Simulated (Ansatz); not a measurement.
## Cs: from a trial structure to a relaxed crystal

Theory: DFT PBE, scalar-relativistic, plane waves, PAW (Ansatz 0.2.0). Cutoff 420 eV, Γ-centred k mesh, Gaussian smearing, no spin polarisation in the final step.

The start puts Cs on the sites of a reported K cell (Cmmm, No. 65), at a guessed volume.

```
CELL_PARAMETERS angstrom
4.73222 -7.06316 0.00000
4.73222 7.06316 0.00000
0.00000 0.00000 10.69831
ATOMIC_POSITIONS crystal
Cs 0.50000 0.00000 0.25000
Cs 0.00000 0.50000 0.75000
Cs 0.00000 0.50000 0.25000
Cs 0.50000 0.00000 0.75000
Cs 0.00000 0.00000 0.00000
```

Cell and atoms relax at zero pressure; the relaxation can't lower the symmetry of the start.

Energies count from the standard state of Cs at the same level.

(1) What does it relax into?

(2) What are its volume, energy, density and gap?

## Answers

(1) It ends in P4/mmm (No. 123). Conventional cell: a = 7.218 Å, c = 12.975 Å. Cs on Wyckoff site i (4 atoms of the primitive cell) has 7 Cs at 4.99–5.38 Å; Cs on Wyckoff site a (1 atom of the primitive cell) has 8 Cs at 5.38 Å.

```
Cs
1.0
     7.21817    0.00000    0.00000
     0.00000    7.21817    0.00000
     0.00000    0.00000   12.97460
Cs
5
Direct
  0.50000 0.00000 0.30753
  0.00000 0.50000 0.69247
  0.00000 0.50000 0.30753
  0.50000 0.00000 0.69247
  0.00000 0.00000 0.00000
```

(2) The volume per atom is 135.20 Å³. The density is 1.63 g/cm³. The energy over the standard structure is 0.10 eV/atom and the gap on the 6×6×4 mesh is 0 eV (a metal).

The final run used a 6×6×4 mesh on its 5-atom cell and 0.10 eV smearing. For metals, differences of a few meV/atom aren't resolved. A structure relaxed within its symmetry needn't be a true minimum. The steps took about 10 core-minutes in all.